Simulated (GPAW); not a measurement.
# InP (F-43m) in GPAW: notebook

One crystal, InP, is run at these levels: BLYP, PBE; tasks: relaxation of cell and atoms, single point.

Everything below comes from runs of GPAW 26.7.0. Logs are shortened: lines on timing, memory, paths and dates and some standing lists are left out, and cuts for length are marked. The log counts tension as positive stress, the text compression.

**Experimental background.**

From a printed reference work, data compilation, for a bulk crystal of InP at 1.6 K: band gap 1.4236 eV (direct).

How close the calculation comes is told below.

### 1 The crystal as given

Symmetry: F-43m, No. 216, cubic system. The conventional cell has a = 5.861 Å, b = 5.861 Å, c = 5.861 Å, α = 90.00°, β = 90.00°, γ = 90.00°. In (site symmetry -43m) is surrounded by 4 P at 2.54 Å. P (site symmetry -43m) has 4 In at 2.54 Å as nearest neighbours.

### 2 Relaxation of cell and atoms, BLYP

Input file run.py:

```python
from ase.filters import FrechetCellFilter
from ase.io import read, write
from ase.optimize import LBFGS
from gpaw import GPAW, PW, setup_paths

setup_paths.insert(0, '.')

atoms = read('InP.xyz')

calc = GPAW(mode=PW(600),
            xc='BLYP',
            kpts={'size': (8, 8, 8), 'gamma': True},
            occupations={'name': 'fermi-dirac', 'width': 0.05},
            nbands=18,
            convergence={'density': 1e-05, 'forces': 0.0001},
            eigensolver='davidson',
            maxiter=150,
            txt='gpaw.txt')
atoms.calc = calc
opt = LBFGS(FrechetCellFilter(atoms), trajectory='relax.traj', logfile='-')
done = opt.run(fmax=0.05, steps=40)
calc.write('gs.gpw')
write('result.traj', atoms)
print('Converged:', done)
print('Cell:', atoms.cell.cellpar().round(4))
print('Volume:', round(atoms.get_volume(), 4))
print(atoms.get_scaled_positions().round(5))
```

Input file InP.xyz:

```xyz
2
Lattice="0.0000000000 2.9305000000 2.9305000000 2.9305000000 0.0000000000 2.9305000000 2.9305000000 2.9305000000 0.0000000000" Properties=species:S:1:pos:R:3 pbc="T T T"
In     0.0000000000      0.0000000000      0.0000000000
P      4.3957500000      4.3957500000      4.3957500000
```

Potentials or basis: PAW data sets generated in the run's folder for this functional, pw.

The run is started by

```
> gpaw-setup -f BLYP In P
> OMP_NUM_THREADS=1 python run.py
```

gpaw.txt:

```text
__  _  _
 | _ |_)|_||  |
 |__||  | ||/\| - 26.7.0

Input parameters:
  mode=PW(ecut=600.0),
  convergence={'density': 1e-05, 'forces': 0.0001},
  eigensolver=Davidson(niter=2),
  kpts=MonkhorstPack(size=(8, 8, 8), gamma=True),
  maxiter=150,
  nbands=18,
  occupations=Occupations(name='fermi-dirac', width=0.05),
  xc=XC(name='BLYP')

Diagonalizing LCAO Hamiltonian
Converting LCAO to pw mode

                     P

       In

Atoms  # Å, Bohr magnetons
|   | symbol |        x |        y |        z |    initial magnetic moments |
|---|--------|----------|----------|----------|-----------------------------|
| 0 |     In | 0.000000 | 0.000000 | 0.000000 | ( 0.0000,  0.0000,  0.0000) |
| 1 |      P | 4.395750 | 4.395750 | 4.395750 | ( 0.0000,  0.0000,  0.0000) |

Unit cell  # Å
| periodic |        x |        y |        z |  lengths |    angles |
|----------|----------|----------|----------|----------|-----------|
|      yes | 0.000000 | 2.930500 | 2.930500 | 4.144353 | 60.000000 |
|      yes | 2.930500 | 0.000000 | 2.930500 | 4.144353 | 60.000000 |
|      yes | 2.930500 | 2.930500 | 0.000000 | 4.144353 | 60.000000 |

Number of symmetries: 24
Symmetry operations  # r_c * U_cc + t_c -> r_c
|    | kind |            matrix            |
|----|------|------------------------------|
|  0 |  E   |  1, 0, 0,  0, 1, 0,  0, 0, 1 |
|  1 |  σ   |  1, 0, 0,  0, 0, 1,  0, 1, 0 |
|  2 |  σ   |  1, 0,-1,  0, 1,-1,  0, 0,-1 |
|  3 |  C3  |  1, 0,-1,  0, 0,-1,  0, 1,-1 |
|  4 |  C3  |  1,-1, 0,  0,-1, 1,  0,-1, 0 |
|  5 |  σ   |  1,-1, 0,  0,-1, 0,  0,-1, 1 |
|  6 |  σ   |  0, 1, 0,  1, 0, 0,  0, 0, 1 |
|  7 |  C3  |  0, 1, 0,  0, 0, 1,  1, 0, 0 |
|  8 |  C2  |  0, 1,-1,  1, 0,-1,  0, 0,-1 |
|  9 |  S4  |  0, 1,-1,  0, 0,-1,  1, 0,-1 |
| 10 |  C3  |  0, 0, 1,  1, 0, 0,  0, 1, 0 |
| 11 |  σ   |  0, 0, 1,  0, 1, 0,  1, 0, 0 |
| 12 |  S4  |  0, 0,-1,  1, 0,-1,  0, 1,-1 |
| 13 |  C3  |  0, 0,-1,  0, 1,-1,  1, 0,-1 |
[... 136 lines left out ...]
convergence criteria:
- Maximum integral of absolute [dens]ity change: 1e-05 electrons / valence electron
- Maximum change in the atomic [forces] across last 2 cycles: 0.0001 eV/Ang OR
Maximum error relative to the maximum force is below inf
- Maximum [total energy] change in last 3 cyles: 0.0005 eV / valence electron
- Maximum integral of absolute [eigenst]ate change: 4e-08 eV^2 / valence electron
maximum number of iterations: 150

SCF iterations
|iter     | |      energy | eigst |  dens |force |
|---------|-|-------------|-------|-------|------|
|iter:   1| |   -7.639287 | -0.22 |       |      |
|iter:   2| |   -7.551699 | -1.93 | -1.09 |      |
|iter:   3| |   -7.229181 | -1.70 | -1.13 |      |
|iter:   4| |   -7.227771 | -3.13 | -1.75 |      |
|iter:   5| |   -7.228109c| -3.82 | -2.19 |      |
|iter:   6| |   -7.228193c| -4.52 | -2.91 |      |
|iter:   7| |   -7.228203c| -5.40 | -3.53 |      |
|iter:   8| |   -7.228204c| -6.17 | -4.36 |      |
|iter:   9| |   -7.228204c| -6.87 | -5.06c|      |
|iter:  10| |   -7.228204c| -7.72c| -5.40c|      |
|iter:  11| |   -7.228204c| -8.20c| -5.69c|-15.98c|

Converged in 11 steps
Energy contributions relative to reference atoms: (reference = -169299.769639)

Energy contributions:
  Kinetic:          26.532171
  Coulomb:         -24.006231
  Zero:              0.087688
  External:          0.000000
  Xc:               -9.841826
  Entropy:          -0.000014
  Spinorbit:         0.000000
  ----------------------------
  Free energy:      -7.228211
  Extrapolated:     -7.228204
[... 8 lines left out ...]
|          1 |        -8.811 |     2.000 |
|          2 |        -8.811 |     2.000 |
|          3 |        -8.653 |     2.000 |
|          4 |        -8.653 |     2.000 |
|          5 |        -6.197 |     2.000 |
[... 10 lines left out ...]
|         16 |        16.705 |     0.000 |
|         17 |        16.705 |     0.000 |

Gap: 0.596 eV
Transition (v -> c):
  (s=0, k=0, n=8, [0.00, 0.00, 0.00]) -> (s=0, k=0, n=9, [0.00, 0.00, 0.00])
No difference between direct/indirect transitions

Stress tensor  # eV/Ang^3
|         x |         y |         z |
|-----------|-----------|-----------|
| -0.040012 |  0.000000 | -0.000000 |
|  0.000000 | -0.040012 | -0.000000 |
| -0.000000 | -0.000000 | -0.040012 |

Forces  # eV/Ang
|       x |        y |        z |
|---------|----------|----------|
| 0.00000 | -0.00000 | -0.00000 |  # In   0
| 0.00000 |  0.00000 | -0.00000 |  # P    1

Interpolating wave functions to new cell

                     P

       In

Atoms  # Å, Bohr magnetons
|   | symbol |        x |         y |         z |    initial magnetic moments |
|---|--------|----------|-----------|-----------|-----------------------------|
| 0 |     In | 0.000000 | -0.000000 | -0.000000 | ( 0.0000,  0.0000,  0.0000) |
| 1 |      P | 4.427481 |  4.427481 |  4.427481 | ( 0.0000,  0.0000,  0.0000) |

Unit cell  # Å
| periodic |        x |        y |        z |  lengths |    angles |
|----------|----------|----------|----------|----------|-----------|
|      yes | 0.000000 | 2.951654 | 2.951654 | 4.174269 | 60.000000 |
|      yes | 2.951654 | 0.000000 | 2.951654 | 4.174269 | 60.000000 |
|      yes | 2.951654 | 2.951654 | 0.000000 | 4.174269 | 60.000000 |

Number of symmetries: 24
Symmetry operations  # r_c * U_cc + t_c -> r_c
|    | kind |            matrix            |
|----|------|------------------------------|
|  0 |  E   |  1, 0, 0,  0, 1, 0,  0, 0, 1 |
|  1 |  σ   |  1, 0, 0,  0, 0, 1,  0, 1, 0 |
|  2 |  σ   |  1, 0,-1,  0, 1,-1,  0, 0,-1 |
|  3 |  C3  |  1, 0,-1,  0, 0,-1,  0, 1,-1 |
|  4 |  C3  |  1,-1, 0,  0,-1, 1,  0,-1, 0 |
|  5 |  σ   |  1,-1, 0,  0,-1, 0,  0,-1, 1 |
|  6 |  σ   |  0, 1, 0,  1, 0, 0,  0, 0, 1 |
|  7 |  C3  |  0, 1, 0,  0, 0, 1,  1, 0, 0 |
|  8 |  C2  |  0, 1,-1,  1, 0,-1,  0, 0,-1 |
|  9 |  S4  |  0, 1,-1,  0, 0,-1,  1, 0,-1 |
| 10 |  C3  |  0, 0, 1,  1, 0, 0,  0, 1, 0 |
| 11 |  σ   |  0, 0, 1,  0, 1, 0,  1, 0, 0 |
| 12 |  S4  |  0, 0,-1,  1, 0,-1,  0, 1,-1 |
| 13 |  C3  |  0, 0,-1,  0, 1,-1,  1, 0,-1 |
[... 180 lines left out ...]
|          1 |        -8.998 |     2.000 |
|          2 |        -8.998 |     2.000 |
|          3 |        -8.850 |     2.000 |
|          4 |        -8.850 |     2.000 |
|          5 |        -6.283 |     2.000 |
[... 10 lines left out ...]
|         16 |        16.422 |     0.000 |
|         17 |        16.422 |     0.000 |

Gap: 0.474 eV
Transition (v -> c):
  (s=0, k=0, n=8, [0.00, 0.00, 0.00]) -> (s=0, k=0, n=9, [0.00, 0.00, 0.00])
No difference between direct/indirect transitions

Stress tensor  # eV/Ang^3
|         x |         y |         z |
|-----------|-----------|-----------|
| -0.029874 |  0.000000 |  0.000000 |
|  0.000000 | -0.029874 |  0.000000 |
|  0.000000 |  0.000000 | -0.029874 |

Forces  # eV/Ang
|        x |        y |        z |
|----------|----------|----------|
|  0.00000 | -0.00000 | -0.00000 |  # In   0
| -0.00000 | -0.00000 |  0.00000 |  # P    1

Interpolating wave functions to new cell

                     P

       In

Atoms  # Å, Bohr magnetons
|   | symbol |        x |         y |         z |    initial magnetic moments |
|---|--------|----------|-----------|-----------|-----------------------------|
| 0 |     In | 0.000000 | -0.000000 | -0.000000 | ( 0.0000,  0.0000,  0.0000) |
| 1 |      P | 4.531151 |  4.531151 |  4.531151 | ( 0.0000,  0.0000,  0.0000) |

Unit cell  # Å
| periodic |         x |         y |         z |  lengths |    angles |
|----------|-----------|-----------|-----------|----------|-----------|
|      yes | -0.000000 |  3.020767 |  3.020767 | 4.272010 | 60.000000 |
|      yes |  3.020767 | -0.000000 |  3.020767 | 4.272010 | 60.000000 |
|      yes |  3.020767 |  3.020767 | -0.000000 | 4.272010 | 60.000000 |

Number of symmetries: 24
Symmetry operations  # r_c * U_cc + t_c -> r_c
|    | kind |            matrix            |
|----|------|------------------------------|
|  0 |  E   |  1, 0, 0,  0, 1, 0,  0, 0, 1 |
|  1 |  σ   |  1, 0, 0,  0, 0, 1,  0, 1, 0 |
|  2 |  σ   |  1, 0,-1,  0, 1,-1,  0, 0,-1 |
|  3 |  C3  |  1, 0,-1,  0, 0,-1,  0, 1,-1 |
|  4 |  C3  |  1,-1, 0,  0,-1, 1,  0,-1, 0 |
|  5 |  σ   |  1,-1, 0,  0,-1, 0,  0,-1, 1 |
|  6 |  σ   |  0, 1, 0,  1, 0, 0,  0, 0, 1 |
|  7 |  C3  |  0, 1, 0,  0, 0, 1,  1, 0, 0 |
|  8 |  C2  |  0, 1,-1,  1, 0,-1,  0, 0,-1 |
|  9 |  S4  |  0, 1,-1,  0, 0,-1,  1, 0,-1 |
| 10 |  C3  |  0, 0, 1,  1, 0, 0,  0, 1, 0 |
| 11 |  σ   |  0, 0, 1,  0, 1, 0,  1, 0, 0 |
| 12 |  S4  |  0, 0,-1,  1, 0,-1,  0, 1,-1 |
| 13 |  C3  |  0, 0,-1,  0, 1,-1,  1, 0,-1 |
[... 181 lines left out ...]
|        ... |               |           |
|          2 |        -9.585 |     2.000 |
|          3 |        -9.466 |     2.000 |
|          4 |        -9.466 |     2.000 |
|          5 |        -6.552 |     2.000 |
|          6 |         4.403 |     1.725 |
|          7 |         4.403 |     1.725 |
[... 8 lines left out ...]
|         16 |        15.544 |     0.000 |
|         17 |        15.544 |     0.000 |

No gap
No difference between direct/indirect transitions

Stress tensor  # eV/Ang^3
|         x |         y |         z |
|-----------|-----------|-----------|
| -0.003352 |  0.000000 | -0.000000 |
|  0.000000 | -0.003352 | -0.000000 |
| -0.000000 | -0.000000 | -0.003352 |

Forces  # eV/Ang
|       x |        y |        z |
|---------|----------|----------|
| 0.00000 | -0.00000 | -0.00000 |  # In   0
| 0.00000 | -0.00000 | -0.00000 |  # P    1

Interpolating wave functions to new cell

                     P

       In

Atoms  # Å, Bohr magnetons
|   | symbol |        x |         y |         z |    initial magnetic moments |
|---|--------|----------|-----------|-----------|-----------------------------|
| 0 |     In | 0.000000 | -0.000000 | -0.000000 | ( 0.0000,  0.0000,  0.0000) |
| 1 |      P | 4.545510 |  4.545510 |  4.545510 | ( 0.0000,  0.0000,  0.0000) |

Unit cell  # Å
| periodic |         x |        y |        z |  lengths |    angles |
|----------|-----------|----------|----------|----------|-----------|
|      yes | -0.000000 | 3.030340 | 3.030340 | 4.285548 | 60.000000 |
|      yes |  3.030340 | 0.000000 | 3.030340 | 4.285548 | 60.000000 |
|      yes |  3.030340 | 3.030340 | 0.000000 | 4.285548 | 60.000000 |

Number of symmetries: 24
Symmetry operations  # r_c * U_cc + t_c -> r_c
|    | kind |            matrix            |
|----|------|------------------------------|
|  0 |  E   |  1, 0, 0,  0, 1, 0,  0, 0, 1 |
|  1 |  σ   |  1, 0, 0,  0, 0, 1,  0, 1, 0 |
|  2 |  σ   |  1, 0,-1,  0, 1,-1,  0, 0,-1 |
|  3 |  C3  |  1, 0,-1,  0, 0,-1,  0, 1,-1 |
|  4 |  C3  |  1,-1, 0,  0,-1, 1,  0,-1, 0 |
|  5 |  σ   |  1,-1, 0,  0,-1, 0,  0,-1, 1 |
|  6 |  σ   |  0, 1, 0,  1, 0, 0,  0, 0, 1 |
|  7 |  C3  |  0, 1, 0,  0, 0, 1,  1, 0, 0 |
|  8 |  C2  |  0, 1,-1,  1, 0,-1,  0, 0,-1 |
|  9 |  S4  |  0, 1,-1,  0, 0,-1,  1, 0,-1 |
| 10 |  C3  |  0, 0, 1,  1, 0, 0,  0, 1, 0 |
| 11 |  σ   |  0, 0, 1,  0, 1, 0,  1, 0, 0 |
| 12 |  S4  |  0, 0,-1,  1, 0,-1,  0, 1,-1 |
| 13 |  C3  |  0, 0,-1,  0, 1,-1,  1, 0,-1 |
[... 179 lines left out ...]
|        ... |               |           |
|          2 |        -9.663 |     2.000 |
|          3 |        -9.548 |     2.000 |
|          4 |        -9.548 |     2.000 |
|          5 |        -6.588 |     2.000 |
|          6 |         4.311 |     1.646 |
|          7 |         4.311 |     1.646 |
[... 8 lines left out ...]
|         16 |        15.427 |     0.000 |
|         17 |        15.427 |     0.000 |

No gap
No difference between direct/indirect transitions

Stress tensor  # eV/Ang^3
|         x |         y |         z |
|-----------|-----------|-----------|
| -0.000389 |  0.000000 | -0.000000 |
|  0.000000 | -0.000389 | -0.000000 |
| -0.000000 | -0.000000 | -0.000389 |

Forces  # eV/Ang
|        x |        y |        z |
|----------|----------|----------|
|  0.00000 | -0.00000 | -0.00000 |  # In   0
| -0.00000 | -0.00000 |  0.00000 |  # P    1

# Writing to gs.gpw (mode='')
```

It took 60 s on 1 thread of Arm Neoverse V1, shared host; peak memory 0.22 GiB.

Results:

```
Free energy                            : -7.3271 eV
Relaxed volume                         : 27.83 Å³/atom
Relaxed cell                           : a = 4.286 Å, b = 4.286 Å, c = 4.286 Å, α = 60.00°, β = 60.00°, γ = 60.00°
Space group after relaxing (to 0.05 Å) : F-43m (No. 216)
Energy gained by relaxing              : 49.3 meV/atom
Ionic steps                            : 4
Pressure after relaxing                : 0.1 GPa
Band gap on the k mesh                 : none (metal or under the smearing width)
```

Step by step:
```tsv
step	energy change (eV)	largest force (eV/Å)	pressure (GPa)	volume (Å³)
1	0.0000	0.0000	6.41	50.33
2	-0.0385	0.0000	4.79	51.43
3	-0.0975	0.0000	0.54	55.13
4	-0.0986	0.0000	0.06	55.65
```

Final structure:
```cif
data_structure
_symmetry_space_group_name_H-M 'P 1'
_symmetry_Int_Tables_number 1
_cell_length_a 4.2855
_cell_length_b 4.2855
_cell_length_c 4.2855
_cell_angle_alpha 60.000
_cell_angle_beta 60.000
_cell_angle_gamma 60.000
_cell_volume 55.65
loop_
_atom_site_label
_atom_site_type_symbol
_atom_site_fract_x
_atom_site_fract_y
_atom_site_fract_z
_atom_site_occupancy
In1 In 0.00000 0.00000 0.00000 1
P1 P 0.75000 0.75000 0.75000 1
```

Levels at points of the mesh, in eV from the Fermi level:
```tsv
k point	band 5	band 6	band 7	band 8	band 9	band 10	band 11	band 12	band 13	band 14
(0.00, 0.00, 0.00)	-13.94	-10.98	-0.08	-0.08	-0.08	-0.05	3.98	3.98	3.98	8.23
(0.50, 0.50, 0.00)	-13.91	-9.04	-5.46	-2.07	-2.07	1.95	2.20	8.56	8.75	8.75
(0.50, 0.50, 0.50)	-13.93	-9.57	-5.32	-0.91	-0.91	1.13	4.73	4.73	6.87	9.11
```

Caveat: later steps reuse the first step's grids; the volume moved by +11 % from the deposited cell, more than functionals usually miss. BLYP gives volumes clearly too large for solids.

(Part 1 of 2 ends here.)
